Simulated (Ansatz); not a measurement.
Consider the formal exchange of groups at the Sn–Si bond: `C[SiH](O)[SnH3]` + `FC(F)F` → `F[C](F)(F)[SnH3]` + `C[SiH2]O`.

Isolated molecules relaxed with PBE0-D4/def2-TZVP in Ansatz; ΔE leaves out vibrations. CBS: MP2 limit from def2 TZ/QZ plus the TZ coupled-cluster correction, frozen cores. This one scheme is used for every species. DFT in def2-TZVPP. B3LYP here is the variant with VWN-RPA as its local correlation; programs differ in this. def2 core potentials past Kr. For Sn outer-core shells are correlated without core-valence functions, which leaves a few kJ/mol of doubt a bond. Each species was taken in one conformer, which may not be the lowest.

Task: Is it downhill or uphill in electronic energy at CCSD(T)/CBS, and by how much? (Estimate.)

Result: Computed: Uphill: ΔE = +65.6 kJ/mol.

Task: What do these levels give: PBE-D4, r2SCAN-D4, PBE0-D4, B3LYP-D4, ωB97M-V, B2PLYP, PBE, HF/def2-TZVPP, CCSD(T)/def2-TZVPP, HF/def2-QZVPP, MP2/def2-QZVPP, CCSD/CBS(def2)? (An estimate is asked.)

Result: Computed: PBE-D4 66.8, r2SCAN-D4 63.6, PBE0-D4 72.5, B3LYP-D4 62.5, ωB97M-V 58.8, B2PLYP 61.8, PBE 64.6, HF/def2-TZVPP 66.0, CCSD(T)/def2-TZVPP 65.1, HF/def2-QZVPP 65.6, MP2/def2-QZVPP 69.2, CCSD/CBS(def2) 66.5 kJ/mol.

Largest T1 diagnostic among the species: 0.013.

From PBE to PBE0 (25 % exact exchange), in def2-TZVPP and without D4, ΔE moves by +5.7 kJ/mol. The D4 term adds +3.5 kJ/mol with B3LYP and +2.3 kJ/mol with PBE0; it sums over pairs of atoms, weighted by their polarisabilities, and B3LYP, whose exchange is more repulsive, gets the larger term.
